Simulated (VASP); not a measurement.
# MgO: molecular dynamics with a thermostat

MgO, P6_3/mmc (no. 194), 8 atoms in the cell. PBE, molecular dynamics; PAW potentials Mg, O (PBE set).

Ensemble: Nose-Hoover chain; Target temperature (K): 1000.

## Input

INCAR:
```
SYSTEM = MgO
  ALGO = Normal
  EDIFF = 1E-6
  ENCUT = 400
  GGA = PE
  IBRION = 0
  ISIF = 2
  ISMEAR = 0
  ISYM = 0
  KPAR = 2
  LASPH = .True.
  LCHARG = .False.
  LREAL = Auto
  LWAVE = .False.
  MDALGO = 4
  NELM = 60
  NELMIN = 4
  NHC_NCHAINS = 3
  NHC_PERIOD = 30
  NSW = 60
  POTIM = 1.0
  PREC = Normal
  RANDOM_SEED = 496498 0 0
  SIGMA = 0.05
  TEBEG = 1000
```

KPOINTS:
```
k-points
0
Gamma
  3 2 3
```

POSCAR:
```
MgO
1.0
    3.4863778627      0.0000000000      0.0000000000
    0.0000000000      6.0385835926      0.0000000000
    0.0000000000      0.0000000000      4.1780412200
Mg O
4 4
Direct
    0.0000000000      0.3333333334      0.2500000000
    0.5000000000      0.8333333334      0.2500000000
    0.5000000000      0.1666666666      0.7500000000
    0.0000000001      0.6666666666      0.7500000000
    0.0000000000      0.3333333334      0.7500000000
    0.5000000000      0.8333333334      0.7500000000
    0.5000000000      0.1666666666      0.2500000000
    0.0000000001      0.6666666666      0.2500000000
```

Commands:
```
cat potpaw_PBE.64/Mg/POTCAR potpaw_PBE.64/O/POTCAR > POTCAR
mpirun -np 2 vasp_std > vasp.out
```

## Result

- Mean temperature (K): 593
- Rise of the mean potential energy above the start (meV/atom): 74.3
- Electronic steps per ionic step after the first: 4.2

Course of the run:

| Time (fs) | Temperature (K) | Potential energy less the first (meV/atom) |
|---|---|---|
| 1 | 1000 | 0.0 |
| 6 | 829 | 19.4 |
| 10 | 532 | 53.7 |
| 15 | 192 | 93.5 |
| 19 | 103 | 104.3 |
| 24 | 292 | 85.5 |
| 28 | 600 | 57.4 |
| 33 | 961 | 31.9 |
| 37 | 1055 | 34.9 |
| 42 | 812 | 74.6 |
| 46 | 451 | 120.5 |
| 51 | 224 | 149.1 |
| 55 | 475 | 123.5 |
| 60 | 1141 | 56.4 |

REPORT:
```
MDALGO =   4
           NHC_NCHAINS =   3
            NHC_PERIOD =    30
            NHC_NRESPA =    1
                NHC_NS =  1
               SCALING =       0
                 CNEXP =     9.000   14.000
           RANDOM_SEED =            496498                0                0

   original number of atomic DOF:         21
   number of independent constraints:      0
   number of active DOF:                  21

========================================
         MD step No.       1
========================================

  Atomic velocities initialized by STEP_tb

  >Nose-Hoover_chains
                       xs       vs(fs^-1)
   nhc_s>  -0.76788477E-08  -0.30712191E-07
   nhc_s>  -0.13889371E-03  -0.55559414E-03
   nhc_s>  -0.13888889E-03  -0.55547839E-03

  >Energies
                    E_tot             E_pot             E_kin               EPS                ES
   e_b>   -0.46498543E+02   -0.47403318E+02    0.90477549E+00    0.23935521E-04   -0.23951494E-04

  >Temperature
               T_sim     T_inst
   tmprt>   1000.000    999.945

           RANDOM_SEED =            496498               48                0

[... steps left out ...]

========================================
         MD step No.      60
========================================

  >Nose-Hoover_chains
                       xs       vs(fs^-1)
   nhc_s>  -0.54665667E+00  -0.83561275E-02
   nhc_s>   0.16627905E+01   0.49027819E-01
   nhc_s>  -0.91868824E-01   0.56987208E-01

  >Energies
                    E_tot             E_pot             E_kin               EPS                ES
   e_b>   -0.46498252E+02   -0.46952475E+02    0.10321003E+01    0.27600762E+00   -0.85388540E+00

  >Temperature
               T_sim     T_inst
   tmprt>   1000.000   1140.662

           RANDOM_SEED =            496498               48                0
```

OSZICAR:
```
N       E                     dE             d eps       ncg     rms          rms(c)
DAV:   1     0.151371418971E+03    0.15137E+03   -0.13664E+04   420   0.111E+03
DAV:   2    -0.438439031307E+02   -0.19522E+03   -0.18600E+03   594   0.262E+02
DAV:   3    -0.551991825759E+02   -0.11355E+02   -0.11305E+02   495   0.686E+01
DAV:   4    -0.552862409069E+02   -0.87058E-01   -0.87033E-01   495   0.679E+00
DAV:   5    -0.552871253302E+02   -0.88442E-03   -0.88439E-03   500   0.656E-01    0.156E+01
DAV:   6    -0.475295004626E+02    0.77576E+01   -0.35328E+01   480   0.364E+01    0.510E+00
DAV:   7    -0.474384809763E+02    0.91019E-01   -0.40699E-01   420   0.487E+00    0.301E+00
DAV:   8    -0.474019645339E+02    0.36516E-01   -0.14185E-01   460   0.413E+00    0.417E-01
DAV:   9    -0.474023302012E+02   -0.36567E-03   -0.23665E-02   510   0.964E-01    0.168E-01
DAV:  10    -0.474033082532E+02   -0.97805E-03   -0.15356E-03   440   0.302E-01    0.470E-02
DAV:  11    -0.474033124952E+02   -0.42421E-05   -0.15671E-04   495   0.942E-02    0.105E-02
DAV:  12    -0.474033156359E+02   -0.31407E-05   -0.50614E-06   459   0.211E-02    0.897E-03
[... left out ...]
     59 T=  1005. E= -.46490000E+02 F= -.46846076E+02 E0= -.46846076E+02  EK= 0.91722E+00 SP= -.85E+00 SK= 0.29E+00
[... last step whole ...]
       N       E                     dE             d eps       ncg     rms          rms(c)
DAV:   1    -0.469523272733E+02   -0.10625E+00   -0.10210E-03   536   0.327E+00    0.190E-02
DAV:   2    -0.469524826829E+02   -0.15541E-03   -0.16196E-03   430   0.341E-01    0.218E-02
DAV:   3    -0.469524772565E+02    0.54264E-05   -0.12603E-05   515   0.307E-02    0.148E-02
DAV:   4    -0.469524749284E+02    0.23281E-05   -0.60188E-06   485   0.204E-02    0.808E-03
DAV:   5    -0.469524747017E+02    0.22671E-06   -0.53587E-07   305   0.591E-03
     60 T=  1141. E= -.46489737E+02 F= -.46952475E+02 E0= -.46952475E+02  EK= 0.10406E+01 SP= -.85E+00 SK= 0.28E+00
```

Limits: 60 fs of 8 atoms are too short for converged averages; the cell is only 3.5 Å across, so each atom moves in step with near copies of itself.

VASP 6.6.1 took 232 s on 2 cores (Intel Xeon Platinum 8259CL @ 2.50GHz (Skylake/Cascade Lake)), a shared host.
